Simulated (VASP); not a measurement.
A run of VASP 6.6.1 is set up as follows.

Contents of INCAR:

```
SYSTEM = FeSi2
ALGO = Normal
EDIFF = 1E-7
EDIFFG = -0.004
ENCUT = 600
IBRION = 2
ISIF = 3
ISMEAR = 0
LASPH = .TRUE.
LCHARG = .FALSE.
LMIXTAU = .TRUE.
LREAL = .FALSE.
LWAVE = .FALSE.
METAGGA = R2SCAN
NELM = 60
NSW = 80
PREC = Accurate
SIGMA = 0.1
```

The input KPOINTS:

```
k-points
0
G
  16 16 8
  0 0 0
```

File POSCAR:

```
FeSi2
1.0
    2.6840000000      0.0000000000      0.0000000000
    0.0000000000      2.6840000000      0.0000000000
    0.0000000000      0.0000000000      5.1280000000
Fe Si
1 2
Direct
    0.0000000000      0.0000000000      0.0000000000
    0.5000000000      0.5000000000      0.2700000000
    0.5000000000      0.5000000000      0.7300000000
```

Potentials or basis: VASP PAW PBE potentials, release 64 (Fe, Si).

The run is started by

```bash
$ cat potpaw_PBE.64/Fe/POTCAR potpaw_PBE.64/Si/POTCAR > POTCAR
$ mpirun -np 1 vasp_std > vasp.out
```

Task: Predict the relaxed cell.

Result: a = 2.680 Å, b = 2.680 Å, c = 5.107 Å, α = 90.00°, β = 90.00°, γ = 90.00°.

Task: Predict the band gap on the k mesh.

Result: None (metal or under the smearing width).

Forces on the atoms (eV/Å):
```
Fe   0.000  0.000  0.000
Si   0.000  0.000 -0.004
Si   0.000  0.000  0.004
```

Caveat: the PAW data sets were made with another functional, which shifts forces and pressure a little. Spin polarisation is off, so any magnetic state and its effect on volume and gap are missing.
